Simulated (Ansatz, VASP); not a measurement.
BN: VASP beside Ansatz

Contents of INCAR:

```
ALGO = Normal
EDIFF = 1E-6
ENCUT = 520
GGA = PE
ISIF = 2
ISMEAR = 0
LASPH = True
LCHARG = True
LELF = True
LREAL = False
LWAVE = False
NELM = 100
PREC = Accurate
SIGMA = 0.02
```

File KPOINTS:

```
k-points
0
Gamma
  12 12 4
```

File POSCAR:

```
BN
1.0
    2.4982400000      0.0000000000      0.0000000000
   -1.2491200000      2.1635393048      0.0000000000
    0.0000000000      0.0000000000      6.6357000000
N B
2 2
Direct
    0.6666666667      0.3333333333      0.2500000000
    0.3333333333      0.6666666667      0.7500000000
    0.6666666667      0.3333333333      0.7500000000
    0.3333333333      0.6666666667      0.2500000000
```

The input input.yaml:

```yaml
crystal:
  lattice:
    - [2.49824, 0.0, 0.0]
    - [-1.24912, 2.1635393048, 0.0]
    - [0.0, 0.0, 6.6357]
  atoms:
    - { symbol: "N", position: [0.6666666667, 0.3333333333, 0.25] }
    - { symbol: "N", position: [0.3333333333, 0.6666666667, 0.75] }
    - { symbol: B, position: [0.6666666667, 0.3333333333, 0.75] }
    - { symbol: B, position: [0.3333333333, 0.6666666667, 0.25] }
hamiltonian:
  xc: pbe
  pseudopotentials: { kind: paw }
kpoints:
  mp_grid: { grid: [12, 12, 4] }
scf:
  occupations: { method: gaussian, width: 0.02 }
output:
  forces: true
  stress: true
  eigenvalues: true
```

Alike in both runs: functional PBE; k mesh 12 × 12 × 4; occupations gaussian, width 0.02 eV; no spin polarisation.

```csv
,VASP,Ansatz
version,VASP 6.6.1,Ansatz 0.2.0
potentials or method,"VASP PAW PBE potentials, release 64 (N, B)",Ansatz PAW
plane-wave cutoff (eV),520,420
valence electrons in the cell,16,16
task,electron localisation function,single point
```

Ansatz gave:

| Item | Value |
| --- | --- |
| gap on the k mesh at the Fermi level (eV) | 4.29 |
| least direct gap on the mesh (eV) | 4.66 |
| pressure (GPa) | 5.1 |
| largest component of the traceless stress (GPa) | 2.09 |

**Question.** Which values does VASP return?

**Answer.** gap on the k mesh at the Fermi level (eV): 4.29; least direct gap on the mesh (eV): 4.66; pressure (GPa): 5.2; largest component of the traceless stress (GPa): 2.29.

Caveats: this functional lacks dispersion, which binds the layers, so the pressure and a relaxed spacing across them are unreliable; the pressure holds a Pulay correction of +0.6 GPa for the finite cutoff (Ansatz). PBE gaps usually lie below the measured ones, often by a third to a half. A k mesh can miss the band edges.
